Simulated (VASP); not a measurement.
Write the native input for VASP 6.6.1 that does the following.

- Task: band structure
- Functional: SCAN
- Potentials or basis: VASP PAW PBE potentials, release 64 (Al)
- Cutoff: 520 eV
- k mesh: 11 × 11 × 11
- Occupations: fermi-dirac, width 0.05 eV
- Spin: no spin polarisation
- Further INCAR settings: ALGO = Normal; EDIFF = 1e-06; NBANDS = 8

The structure of Al lies in POSCAR:

```
Al
1.0
    0.0000000000      2.0248050000      2.0248050000
    2.0248050000      0.0000000000      2.0248050000
    2.0248050000      2.0248050000      0.0000000000
Al
1
Direct
    0.0000000000      0.0000000000      0.0000000000
```

These files were run (other wordings do the same):

INCAR

```
PREC = Accurate
ENCUT = 520
EDIFF = 1E-6
ISMEAR = -1
SIGMA = 0.05
LREAL = False
LASPH = True
NELM = 80
ALGO = Normal
ISIF = 2
LWAVE = False
LCHARG = False
METAGGA = SCAN
LMIXTAU = True
NBANDS = 8
```

KPOINTS

```
Automatic mesh
0
Gamma
  11 11 11
```

KPOINTS_OPT

```
path GXWKGLUWLK,UX
15
line-mode
reciprocal
 0.0000000000  0.0000000000  0.0000000000  G
 0.5000000000  0.0000000000  0.5000000000  X

 0.5000000000  0.0000000000  0.5000000000  X
 0.5000000000  0.2500000000  0.7500000000  W

 0.5000000000  0.2500000000  0.7500000000  W
 0.3750000000  0.3750000000  0.7500000000  K

 0.3750000000  0.3750000000  0.7500000000  K
 0.0000000000  0.0000000000  0.0000000000  G

 0.0000000000  0.0000000000  0.0000000000  G
 0.5000000000  0.5000000000  0.5000000000  L

 0.5000000000  0.5000000000  0.5000000000  L
 0.6250000000  0.2500000000  0.6250000000  U

 0.6250000000  0.2500000000  0.6250000000  U
 0.5000000000  0.2500000000  0.7500000000  W

 0.5000000000  0.2500000000  0.7500000000  W
 0.5000000000  0.5000000000  0.5000000000  L

 0.5000000000  0.5000000000  0.5000000000  L
 0.3750000000  0.3750000000  0.7500000000  K

 0.6250000000  0.2500000000  0.6250000000  U
 0.5000000000  0.0000000000  0.5000000000  X
```

Potentials or basis: VASP PAW PBE potentials, release 64 (Al).

Launch:

```sh
$ cat potpaw_PBE.64/Al/POTCAR > POTCAR
$ mpirun -np 1 vasp_std > vasp.out
```

It gave:

```json
{"Pressure": "-2.2 GPa", "Band gap along the path": "none (metal or under the smearing width)"}
```

Caveat: the PAW data sets were made with another functional, which shifts forces and pressure a little.

It took 36 s on 1 thread of Intel(R) Xeon(R) 6975P-C (Granite Rapids), with other jobs on the host, peak memory 0.14 GiB.
